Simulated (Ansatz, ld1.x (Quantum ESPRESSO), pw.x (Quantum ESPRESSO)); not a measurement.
**Mn (Z = 25): does the RRKJ potential hold in the solid?**

manganese, norm-conserving RRKJ (Kleinman–Bylander form), made with ld1.x (Quantum ESPRESSO) 7.5 (PBEsol, scalar-relativistic). Core [Ar], reference 3d5 4s2 4p0. Waves: 4p (bound, empty): rc 3.40 bohr; 3d (bound): rc 1.25 bohr; 4s (bound): rc 1.80 bohr. Local part: the s channel. Core correction: none.

Atomic tests: cutoffs needed: 100 Ry and 140 Ry (the cutoffs (Ry, on a coarse ladder) from which the occupation-weighted sum of valence levels, in a spherical-Bessel basis at the reference potential, stays within 10 and 1 mRy of its value at 400 Ry); ghost test: no extra level below or beside the all-electron valence levels (p, d, s, f tested) (spherical-Bessel basis up to 400 Ry, 20 bohr box); largest excitation error: -251 meV (all-electron minus pseudo) for 3d4 4s0 4p0, out of 7 test configurations.

Crystal test: bcc Mn in pw.x 7.5, no spin, 17³ k-points, Fermi–Dirac smearing 0.01 Ry, cutoffs 170/680 Ry. The reference is all-electron LAPW (Ansatz 0.2.0) with the same functional, mesh and smearing; V0 and B0 come from Birch–Murnaghan fits to the pressures at five volumes. Errors are pseudo minus all-electron; Δ is the rms difference of the E(V) curves that follow from these fits, minima aligned, over ±6 % about the mean V0. Mesh and smearing are coarse, so the numbers serve the comparison and aren't converged zero-temperature values; the lattice is a test structure that the element need not adopt. Spin polarisation and strong correlation are left out, which matters for this element.

All-electron: a0 = 2.752 Å (V0 = 10.43 Å³/atom), B0 = 302.1 GPa.

Question: How far does the potential miss the all-electron equation of state?

Answer: mean pressure error (GPa): +19.35. The pressure does not cross zero within the volumes sampled, so no fit is given. The largest radius (3.40 bohr) exceeds half the bond length (2.25 bohr), so the spheres overlap, which is one possible source of error among others. This is a poor potential for the solid.

```json
{"V (Å³/atom)": "9.888", "P all-electron (GPa)": "18.00", "P pseudo (GPa)": "40.51"}
{"V (Å³/atom)": "10.148", "P all-electron (GPa)": "8.65", "P pseudo (GPa)": "29.42"}
{"V (Å³/atom)": "10.408", "P all-electron (GPa)": "0.50", "P pseudo (GPa)": "19.70"}
{"V (Å³/atom)": "10.668", "P all-electron (GPa)": "-6.62", "P pseudo (GPa)": "11.17"}
{"V (Å³/atom)": "10.928", "P all-electron (GPa)": "-12.82", "P pseudo (GPa)": "3.68"}
```

Question: At the middle volume, how do free energy and pressure move when the wave cutoff is lowered (ecutrho kept at four times it)?

Answer:

```csv
cutoff (Ry),shift of F (meV/atom),shift of P (GPa)
76,+3647.1,-309.43
102,+93.9,-16.55
136,+11.9,-0.75
```

The run at the middle volume (165 k-points, 9 iterations) took about 42 s on one core of a shared host (AMD EPYC 7R43 64-Core Processor, 256 threads, 1004 GiB, load 52).
